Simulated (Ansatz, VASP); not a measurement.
**MoS2: VASP beside Ansatz**

Aim: how closely do two programs agree when they are given the same cell, functional and k mesh? The cell is taken from a series of runs on this material, whose earlier steps may have relaxed, scaled, displaced or heated it; both programs get it as it stands.

Program: Ansatz 0.2.0. Level of theory: plane waves, with VASP 6.6.1 beside it; PBEsol. Results are calculated unless marked as measured.

**1. The structure**

The cell holds 3 atoms: 2 S and 1 Mo. Cell: a = 3.117 Å, b = 3.117 Å, c = 29.500 Å, α = 90.0°, β = 90.0°, γ = 120.0°. It derives from MoS2. Vacuum lies along c.

Coordinates:

```cif
data_structure
_symmetry_space_group_name_H-M 'P 1'
_symmetry_Int_Tables_number 1
_cell_length_a 3.1169
_cell_length_b 3.1169
_cell_length_c 29.5000
_cell_angle_alpha 90.000
_cell_angle_beta 90.000
_cell_angle_gamma 120.000
_cell_volume 248.20
loop_
_atom_site_label
_atom_site_type_symbol
_atom_site_fract_x
_atom_site_fract_y
_atom_site_fract_z
_atom_site_occupancy
S1 S 0.75000 0.25000 0.44698 1
S2 S 0.75000 0.25000 0.55302 1
Mo3 Mo 0.08333 0.91667 0.50000 1
```

**2. Ansatz: single point, PBEsol, pair 1**

Ansatz runs on its default PAW (the set named soft_2) files.

With cell and atoms fixed, the geometry can't cause a difference; cores, projectors, grids and the points listed under the comparison can.

The input, input.yaml:

```yaml
crystal:
  lattice:
    - [3.1169016631, 0.0, 0.0]
    - [-1.5584508316, 2.6993160213, 0.0]
    - [0.0, 0.0, 29.5]
  atoms:
    - { symbol: S, position: [0.75, 0.25, 0.4469784991] }
    - { symbol: Mo, position: [0.0833333333, 0.9166666667, 0.499998919] }
    - { symbol: S, position: [0.75, 0.25, 0.5530215009] }
  periodic: [true, true, false]
kpoints:
  mp_grid: { grid: [9, 9, 1] }
  band_path:
    path:
      - [0, 0, 0]
      - [0.5, 0, 0]
      - [0.3333333333333, 0.3333333333333, 0]
      - [0, 0, 0]
    npoints: 10
hamiltonian:
  xc: pbesol
scf:
  occupations: { method: fermi_dirac, width: 0.02 }
  n_extra_bands: 5
output:
  eigenvalues: true
  forces: true
  stress: true
  write_density: true
  write_potential: true
  elf: true
  volumetric_format: npy
```

Command:

```sh
> ansatz run input.yaml --threads 3 --pin off --max-ram 92160MiB --backend cuda --events-out ev --progress --plain --runs-dir out --devices 1 --max-vram 13GiB
```

Numbers of over 12 decimals in the logs are rounded to 6 here.

What it wrote:

```text
Warning: the atoms were moved onto the symmetric positions of the space group found under crystal.symmetry.tolerance 1.0e-5 (fractional; no operation is sought that the atoms, as they stand in a round, miss by more than twice it, and no atom is moved by as much as it), and the run uses the moved positions. Before a round's move an operation carried an atom to 4.25e-5 Å from where it should land, the largest such dist [...]
scf.n_extra_bands = 5 over 13 filled bands (N_el = 26.0): the run solves 18 bands
GPUs: using 1 of 1 available (devices: 1).
Engine: ansatz 0.2.0, x86_64-unknown-linux-gnu
Pseudopotentials: kind: paw
Pseudopotential: S, paw, valence charge 6, recommended cutoff 420 eV (normal), S.paw.azcp
Pseudopotential: Mo, paw, valence charge 14, recommended cutoff 420 eV (normal), Mo.paw.azcp
Functional definition: PBEsol
  exchange = pbesol_x
  correlation = pbesol_c
device memory: the entry about to start is reckoned to put 1.6 GiB on a device that reports 26.2 GiB free (of which the cap on the GPU budget leaves the run 13.0 GiB)
GPU FFT provider: cuFFT
GPU libraries: cuBLAS 13.8.2, cuFFT 12.4.0, cuSOLVER 12.3.4
Crystal: 3 atoms, lattice volume = 248.198 Å³
Basis set: ecut = 420 eV, 4803 PW (Γ), exchange–correlation on 48×48×400 points (8 copies of the dense FFT grid, shifted against one another)
Bands: 18, of which v1, the nominal top of the filled ones, is band 13 counted from 1 (12 counted from 0)
Symmetry: 12 space group operations
Space group: P-6m2 (ITA 187), of the structure as read, at distance tolerance 6.3e-5 Å
k-points: 12 of 81 (time reversal used)
Non-local potential: S, projectors of the file, l = 0: 2, l = 1: 2, l = 2: 2
Non-local potential: Mo, projectors of the file, l = 0: 3, l = 1: 2, l = 2: 2, l = 3: 1
PAW form: soft (Blöchl's): semilocal exchange-correlation on the pseudo side does not see the compensation charge
PAW frozen core: S, regenerated for the run's functional, and the local potential with it (the file was generated under x = pbe(κ = 0.804, μ = 0.219515), c = pbe(β = 0.066725))
PAW frozen core: Mo, regenerated for the run's functional, and the local potential with it (the file was generated under x = pbe(κ = 0.804, μ = 0.219515), c = pbe(β = 0.066725))
PAW one-centre angular grid: S, 110 points (default); XC on 64 Gauss nodes
PAW one-centre angular grid: Mo, 590 points (default); XC on 64 Gauss nodes
Initial density: superposition of atomic densities (neutral atoms: chi_scale 0, normalization atom), corrected by the library's trained network
Initial wavefunctions: pseudopotential atomic-orbital guess
GPU buffer pool allocated for 115200 grid points (all kernels)
GPU transforms: local potential and band sums: pruned to the plane-wave sphere, on 24×24×200
Functional: x = pbesol(κ = 0.804, μ = 0.123457), c = pbesol(β = 0.046)
SCF iter   1: F=—  HF=-6670.133663 eV  |F-HF|=—  |Δ(HF+E_count)|=         —  Δρ=3.44e-3  dr2=4.02e-2  ethr=1.77e-3  ⟨swp⟩=17.1  Hψ=2359  notcnv=0
preconditioner: auto → none  [insulator: Δε(μ)=1.895 eV  Ē_g=9.004 eV  σ=0.020 eV  W_gap=1.00  n_scr=16 (ndim 8)  ℏωp=10.0 eV  f_vac=0.761  D(μ)=0.00/eV (n_scr^D=0)  ε∞_Penn≈2.2]
SCF iter   2: F=—  HF=-6670.157401 eV  |F-HF|=—  |Δ(HF+E_count)|=   2.37e-2  Δρ=4.61e-3  dr2=1.66e-1  ethr=1.54e-4  ⟨swp⟩=4.6  Hψ=651  notcnv=0  defer=12
SCF iter   3: F=—  HF=-6670.135337 eV  |F-HF|=—  |Δ(HF+E_count)|=   2.21e-2  Δρ=1.32e-3  dr2=4.43e-3  ethr=1.54e-4  ⟨swp⟩=3.2  Hψ=394  notcnv=0  defer=12
SCF iter   4: F=—  HF=-6670.136542 eV  |F-HF|=—  |Δ(HF+E_count)|=   1.21e-3  Δρ=3.39e-4  dr2=1.85e-4  ethr=1.70e-5  ⟨swp⟩=2.8  Hψ=508  notcnv=0  defer=12
SCF iter   5: F=—  HF=-6670.136691 eV  |F-HF|=—  |Δ(HF+E_count)|=   1.48e-4  Δρ=6.99e-5  dr2=1.64e-5  ethr=7.13e-7  ⟨swp⟩=3.5  Hψ=468  notcnv=0  defer=12
SCF iter   6: F=—  HF=-6670.136655 eV  |F-HF|=—  |Δ(HF+E_count)|=   3.61e-5  Δρ=2.69e-5  dr2=3.19e-6  ethr=6.30e-8  ⟨swp⟩=3.2  Hψ=414  notcnv=0  defer=12
SCF iter   7: F=—  HF=-6670.136654 eV  |F-HF|=—  |Δ(HF+E_count)|=   2.07e-7  Δρ=6.98e-6  dr2=1.07e-7  ethr=1.23e-8  ⟨swp⟩=2.9  Hψ=354  notcnv=0  defer=12
SCF iter   8: F=-6670.136654 eV  HF=-6670.136654 eV  |F-HF|=5.53e-9  |Δ(HF+E_count)|=   4.77e-8  Δρ=7.64e-7  dr2=7.48e-10  ethr=3.85e-10  ⟨swp⟩=26.0  Hψ=2553  notcnv=0
SCF 1 converged in 8 iterations: F = -6670.136654 eV  dr2 = 7.48e-10
  greatest PAW one-centre occupation: 0.999 electrons in one spin orbital (limit 2), on the Mo atom at site 1 (counted from 0), in its partial waves of l = 0
device memory: the entry about to start is reckoned to put 1.5 GiB on a device that reports 26.4 GiB free (of which the cap on the GPU budget leaves the run 13.0 GiB)
NSCF: frozen V_eff on 31 k-points, pencils in batches of 32, up to order 80
SCF converged after 8 iterations
Free energy (F): -6670.136654 eV
Harris-Foulkes:  -6670.136654 eV  (|F-HF|=5.53e-9)
Internal energy: -6670.136654 eV  (E = F + TS)
E sigma→0 (E₀):  -6670.136654 eV
Fermi energy:    -4.989515 eV
--- Per-component energies (eV) ---
  E_band       = -576.473457
  E_kinetic    = 657.635025
  E_local      = -45016.408996  (includes V_loc(G=0)·N_el)
  E_nonlocal   = 201.464441
  E_hartree    = 22070.348652
  E_xc         = -376.064233
  E_vxc        = -405.044498  (∫ρ·V_xc dr)
  E_paw        = -4311.981036  (= ΣΔE_a)
  E_vpaw       = -154.815587  (= ΣTr[D̂ρ^β])
  E_aug_tail   = 0.000033  (compensation charges beyond the density's cutoff)
  E_ewald      = 20104.536261
  E_core_change = 0.333198  (= ΣΔE_core)
  E_smearing   = -0.000000  (= −TS)
  E_closure    = -0.000000  (closes the sum)
  Σ components = -6670.136654   (vs F -6670.136654, Δ=0.00e0)
--- Forces (eV/Å), atoms counted from 1 ---
  atom   1  S     -0.00000000     0.00000000    -0.05034272
  atom   2  Mo     0.00000000     0.00000000     0.00000000
  atom   3  S      0.00000000     0.00000000     0.05034272
  max |Σ_I F_I| component: 7.86e-17 eV/Å
--- 2D stress c σ (N/m, compression-positive) ---
        1.454806       0.000000       0.000000
        0.000000       1.454806       0.000000
        0.000000       0.000000       0.000000
  P = ½ c Tr σ = 1.4548 N/m
--- Band table (eV; the first three rows and the last of 12) ---
  k-point 0: bands = [... 9 lower, -7.8750, -7.3541, -7.3541, -6.1013, -2.9855, -2.9855, -2.7230, -2.7230, ... 1 higher]
  k-point 1: bands = [... 9 lower, -8.3217, -7.6549, -7.0176, -6.1754, -3.2442, -3.2004, -2.9403, -2.6625, ... 1 higher]
  k-point 2: bands = [... 9 lower, -8.2619, -7.7810, -7.1946, -6.6074, -3.7530, -3.3447, -3.0281, -2.0579, ... 1 higher]
  k-point 11: bands = [... 9 lower, -9.5147, -8.9436, -8.1761, -5.9366, -4.0413, -2.9300, -2.1769, -0.7013, ... 1 higher]
```

**3. VASP: single point, PBEsol, pair 1**

The same cell, functional, mesh and smearing now go to VASP, with its own data sets.

Lines of VASP's logs that name or quote its potential files are left out, and so is its time.

The input, INCAR:

```
SYSTEM = MoS2
PREC = Accurate
ENCUT = 400
EDIFF = 1E-06
NELM = 120
ISMEAR = -1
SIGMA = 0.02
LREAL = .FALSE.
ALGO = Normal
GGA = PS
NBANDS = 19
LASPH = .TRUE.
LORBIT = 11
LWAVE = .FALSE.
LCHARG = .FALSE.
ISIF = 2
LDIPOL = .TRUE.
IDIPOL = 3
DIPOL = 0.5 0.5 0.5
LVHAR = .TRUE.
GGA_COMPAT = .FALSE.
EFERMI = MIDGAP
NELMDL = -8
KPAR = 2
```

The input, POSCAR:

```
MoS2
1.0
    3.1169016631      0.0000000000      0.0000000000
   -1.5584508316      2.6993160213      0.0000000000
    0.0000000000      0.0000000000     29.5000000000
S Mo
2 1
Direct
    0.7500000000      0.2500000000      0.4469774181
    0.7500000000      0.2500000000      0.5530204199
    0.0833333333      0.9166666667      0.4999989190
```

The input, KPOINTS:

```
Automatic mesh
0
Gamma
9 9 1
0 0 0
```

Potentials, in the order of the species: S and Mo_sv (PBE family, release 64).

Command:

```sh
> mpirun -np 2 vasp_std
```

What it wrote:

```text
[banner, memory and clock lines left out]
running    2 mpi-ranks, on    1 nodes
 distrk:  each k-point on    1 cores,    2 groups
 distr:  one band on    1 cores,    1 groups

 POSCAR found type information on POSCAR S Mo
 POSCAR found :  2 types and       3 ions
|                                                                             |
|               ----> ADVICE to this user running VASP <----                  |
|                                                                             |
|     You enforced a specific xc type in the INCAR file but a different       |
|     [... a line on the potential file left out ...]
|     I HOPE YOU KNOW WHAT YOU ARE DOING!                                     |
|                                                                             |

 LDA part: xc-table for (Slater+PW92), standard interpolation
 POSCAR, INCAR and KPOINTS ok, starting setup
 FFT: planning ... GRIDC
 FFT: planning ... GRID_SOFT
 FFT: planning ... GRID
 WAVECAR not read
 entering main loop
       N       E                     dE             d eps       ncg     rms          rms(c)
DAV:   1     0.133052379008E+03    0.13305E+03   -0.12090E+04   648   0.850E+02
DAV:   2    -0.138605141658E+02   -0.14691E+03   -0.14268E+03   673   0.200E+02
DAV:   3    -0.247212583353E+02   -0.10861E+02   -0.10819E+02   608   0.520E+01
DAV:   4    -0.248483149544E+02   -0.12706E+00   -0.12676E+00   622   0.635E+00
DAV:   5    -0.248510061431E+02   -0.26912E-02   -0.26902E-02   617   0.861E-01
DAV:   6    -0.248511051942E+02   -0.99051E-04   -0.99049E-04   626   0.148E-01
DAV:   7    -0.248511100376E+02   -0.48434E-05   -0.48434E-05   623   0.287E-02
DAV:   8    -0.248511103067E+02   -0.26913E-06   -0.26915E-06   594   0.623E-03    0.266E+01
DAV:   9    -0.237756783266E+02    0.10754E+01   -0.93869E+00   495   0.195E+01    0.908E+00
DAV:  10    -0.236281702197E+02    0.14751E+00   -0.47534E+00   510   0.126E+01    0.621E+00
DAV:  11    -0.234207850239E+02    0.20739E+00   -0.10778E+00   525   0.644E+00    0.168E+00
DAV:  12    -0.234214008703E+02   -0.61585E-03   -0.42508E-02   556   0.123E+00    0.948E-01
DAV:  13    -0.234168547153E+02    0.45462E-02   -0.22834E-02   526   0.999E-01    0.135E-01
DAV:  14    -0.234165943998E+02    0.26032E-03   -0.82860E-04   510   0.200E-01    0.574E-02
[...]
DAV:  19    -0.234170162147E+02   -0.10308E-03   -0.84026E-06   582   0.157E-02    0.797E-03
DAV:  20    -0.234170472985E+02   -0.31084E-04   -0.29008E-06   484   0.821E-03    0.168E-03
DAV:  21    -0.234170829439E+02   -0.35645E-04   -0.26522E-06   479   0.592E-03    0.284E-03
DAV:  22    -0.234170937108E+02   -0.10767E-04   -0.25437E-07   427   0.240E-03    0.828E-04
DAV:  23    -0.234171050470E+02   -0.11336E-04   -0.39873E-07   396   0.214E-03    0.639E-04
DAV:  24    -0.234171095488E+02   -0.45019E-05   -0.11444E-07   428   0.118E-03    0.259E-04
DAV:  25    -0.234171116618E+02   -0.21130E-05   -0.33827E-08   349   0.626E-04    0.306E-04
DAV:  26    -0.234171125132E+02   -0.85137E-06   -0.82084E-09   318   0.369E-04
   1 F= -.23417113E+02 E0= -.23417113E+02  d E =-.108488E-21
```

Parts of OUTCAR (step 3):

```text
ion  position               nearest neighbor table
   1  0.750  0.250  0.447-   3 2.38   3 2.38   3 2.38
   2  0.750  0.250  0.553-   3 2.38   3 2.38   3 2.38
   3  0.083  0.917  0.500-   1 2.38   2 2.38   1 2.38   2 2.38   1 2.38   2 2.38

  LATTYP: Found a hexagonal cell.
 ALAT       =     3.1169016631
 C/A-ratio  =     9.4645270171

 Subroutine GETGRP returns: Found 12 space group operations
 (whereof  4 operations were pure point group operations)

The static configuration has the point symmetry C_2v.
 The point group associated with its full space group is D_3h.

 Found     12 irreducible k-points:

   k-points           NKPTS =     12   k-points in BZ     NKDIM =     12   number of bands    NBANDS=     19

   dimension x,y,z NGX =    20 NGY =   20 NGZ =  192
   dimension x,y,z NGXF=    40 NGYF=   40 NGZF=  384

   ENCUT  =  400.0 eV  29.40 Ry    5.42 a.u.   5.08  5.08 48.11*2*pi/ulx,y,z

   NELECT =      26.0000    total number of electrons

 k-points in reciprocal lattice and weights: Automatic mesh
   0.00000000  0.00000000  0.00000000       0.012
   0.11111111  0.00000000  0.00000000       0.074
   0.22222222 -0.00000000  0.00000000       0.074
   0.33333333  0.00000000  0.00000000       0.074
   0.44444444 -0.00000000  0.00000000       0.074
   0.11111111  0.11111111  0.00000000       0.074
   0.22222222  0.11111111  0.00000000       0.148
   0.33333333  0.11111111  0.00000000       0.148
   0.44444444  0.11111111  0.00000000       0.074
   0.22222222  0.22222222  0.00000000       0.074
   0.33333333  0.22222222  0.00000000       0.148
   0.33333333  0.33333333  0.00000000       0.025

 dipolmoment           0.000000      0.000000      0.000804 electrons x Angstroem

 average (electrostatic) potential at core
       1 -94.4416       2 -94.4296       3 -84.3924

 E-fermi :  -2.2276

 k-point     1 :       0.0000    0.0000    0.0000
  band No.  band energies     occupation
    ...
      9      -5.7687      2.00000
     10      -5.1250      2.00000
     11      -4.5942      2.00000
     12      -4.5942      2.00000
     13      -3.3498      2.00000
     14      -0.2241      0.00000
     15      -0.2241      0.00000
     16       0.0360      0.00000
     17       0.0360      0.00000
     18       2.3205      0.00000
    ...

 k-point     2 :       0.1111    0.0000    0.0000
  band No.  band energies     occupation
    ...
      9      -5.7800      2.00000
     10      -5.5611      2.00000
     11      -4.8956      2.00000
     12      -4.2649      2.00000
     13      -3.4245      2.00000
     14      -0.4846      0.00000
     15      -0.4354      0.00000
     16      -0.1810      0.00000
     17       0.0994      0.00000
     18       2.6148      0.00000
    ...

 k-point     3 :       0.2222   -0.0000    0.0000
  band No.  band energies     occupation
    ...
      9      -6.6960      2.00000
     10      -5.5034      2.00000
     11      -5.0210      2.00000
     12      -4.4497      2.00000
     13      -3.8561      2.00000
     14      -0.9918      0.00000
     15      -0.5847      0.00000
     16      -0.2565      0.00000
     17       0.7050      0.00000
     18       3.3137      0.00000
    ...

  Total        0.6802717      0.6802717      0.0539129     -0.0000000      0.0000000      0.0000000
  in kB        4.3913107      4.3913107      0.3480204     -0.0000000      0.0000000      0.0000000
  external PRESSURE =       3.0435473 kB  Pullay stress =       0.0000000 kB

  energy-cutoff  :      400.00
  volume of cell :      248.20
      direct lattice vectors                 reciprocal lattice vectors
     3.116901663  0.000000000  0.000000000     0.320831424  0.185232109  0.000000000
    -1.558450832  2.699316021  0.000000000     0.000000000  0.370464218  0.000000000
     0.000000000  0.000000000 29.500000000     0.000000000  0.000000000  0.033898305

 POSITION                                       TOTAL-FORCE (eV/Angst)
 -----------------------------------------------------------------------------------
      1.94806      0.67483     13.18583         0.000000      0.000000     -0.053929
      1.94806      0.67483     16.31410        -0.000000     -0.000000      0.053929
     -1.16884      2.47437     14.74997         0.000000      0.000000      0.000000
 -----------------------------------------------------------------------------------
    total drift:                               -0.000000      0.000000      0.172992

  FREE ENERGIE OF THE ION-ELECTRON SYSTEM (eV)
  ---------------------------------------------------
  free  energy   TOTEN  =       -23.4171125132 eV

  energy  without entropy=      -23.4171125132  energy(sigma->0) =      -23.41711251

 vacuum level on the upper side and lower side of the slab         2.738         2.721

 total charge
# of ion       s       p       d       tot
------------------------------------------
    1        1.358   2.333   0.000   3.691
    2        1.358   2.333   0.000   3.691
    3        2.303   6.239   4.012  12.554
--------------------------------------------------
tot          5.019  10.904   4.012  19.935

[... 3 further parts left out ...]
```

This run has no spin polarisation, so a moment on Mo, if there is one, isn't seen.

**4. Comparison**

Known differences besides the potentials themselves: Ansatz cuts the interaction across the vacuum, VASP repeats the sheet with a dipole correction (LDIPOL); the cutoff is 420 eV in Ansatz and 400 eV in VASP; Ansatz makes its cores anew for this functional, VASP keeps those of its PBE data sets. Total energies have different zeros and are not compared.

Both answers:

| quantity | Ansatz | VASP | difference |
| --- | --- | --- | --- |
| gap on the k mesh (eV) | 1.895 | 1.901 | -0.005 |

Forces (eV/Å; atoms numbered as in POSCAR):

| atom | Ansatz x, y, z | VASP x, y, z |
| --- | --- | --- |
| S1 | 0.000, 0.000, -0.050 | 0.000, 0.000, -0.054 |
| S2 | 0.000, 0.000, 0.050 | 0.000, 0.000, 0.054 |
| Mo3 | 0.000, 0.000, 0.000 | 0.000, 0.000, 0.000 |

The forces differ by 1.7 meV/Å r.m.s., which is 6.6 % of the r.m.s. force of 0.025 eV/Å (both taken over all components). A gap on the mesh is an upper bound, since the band edges may lie between its points. Where the cell holds vacuum, a pressure given here is an average over it and none of the material.

**5. Ansatz: single point, PBEsol, pair 2**

With cell and atoms fixed, the geometry can't cause a difference; cores, projectors, grids and the points listed under the comparison can. This pair takes another cell of the material, with 6 atoms against 3 for the pair before.

The cell is taken from a series of runs on this material, whose earlier steps may have relaxed, scaled, displaced or heated it; both programs get it as it stands.

The input, input.yaml:

```yaml
crystal:
  lattice:
    - [3.1159354134, 0.0, 0.0]
    - [-1.5579677067, 2.6984792245, 0.0]
    - [0.0, 0.0, 41.1]
  atoms:
    - { symbol: S, position: [0.75, 0.25, 0.3913035807] }
    - { symbol: Mo, position: [0.0833333333, 0.9166666667, 0.4293211698] }
    - { symbol: S, position: [0.75, 0.25, 0.4673199411] }
    - { symbol: S, position: [0.0833333333, 0.9166666667, 0.5326951637] }
    - { symbol: Mo, position: [0.4166666667, 0.5833333333, 0.5706364349] }
    - { symbol: S, position: [0.0833333333, 0.9166666667, 0.6086964193] }
  periodic: [true, true, false]
kpoints:
  mp_grid: { grid: [12, 12, 1] }
hamiltonian:
  xc: pbesol
scf:
  occupations: { method: fixed }
  n_extra_bands: 6
output:
  eigenvalues: true
  forces: true
  stress: true
  band_densities: [{ e_range: [-0.08, 0] }, { e_range: [0.94, 1.07] }]
  volumetric_format: npy
```

Command:

```sh
> ansatz run input.yaml --threads 3 --pin off --max-ram 92160MiB --backend cuda --events-out ev --progress --plain --runs-dir out --devices 1 --max-vram 13GiB
```

What it wrote:

```text
[...]
GPUs: using 1 of 1 available (devices: 1).
[...]
GPU FFT provider: cuFFT
GPU libraries: cuBLAS 13.8.2, cuFFT 12.4.0, cuSOLVER 12.3.4
Crystal: 6 atoms, lattice volume = 345.581 Å³
Basis set: ecut = 420 eV, 6701 PW (Γ), exchange–correlation on 48×48×576 points (8 copies of the dense FFT grid, shifted against one another)
[...]
k-point 18: bands = [... 22 lower, -8.2940, -8.0267, -6.0088, -5.8767, -4.1066, -4.0041, -3.0631, -3.0043, ... 2 higher]
--- Band densities, each state counted as filled ---
  window                                       electrons  max residual (eV)  cut levels
  e_range: [-0.08, 0]                           0.013889             1.1e-6           0
  e_range: [0.94, 1.07]                         0.083333             2.3e-4           0
[key lines of the parts left out:]
SCF converged after 12 iterations
Free energy (F): -13340.257513 eV
Fermi energy:    -5.219394 eV
P = ½ c Tr σ = 3.8179 N/m
```

(Part 1 of 2 ends here.)

[Lines on the potential files, build, host, timing and source positions are cut from VASP's logs without a mark.]

[Logs are printed without paths, hosts, clocks, repeated set-up lines and the standing remarks that a program may print on its own settings, such as how far it seeks lower states.]

[Hosts, paths, dates, database ids (printed as entryN), source tags and the programs' standing remarks are cut or masked in the printed files.]
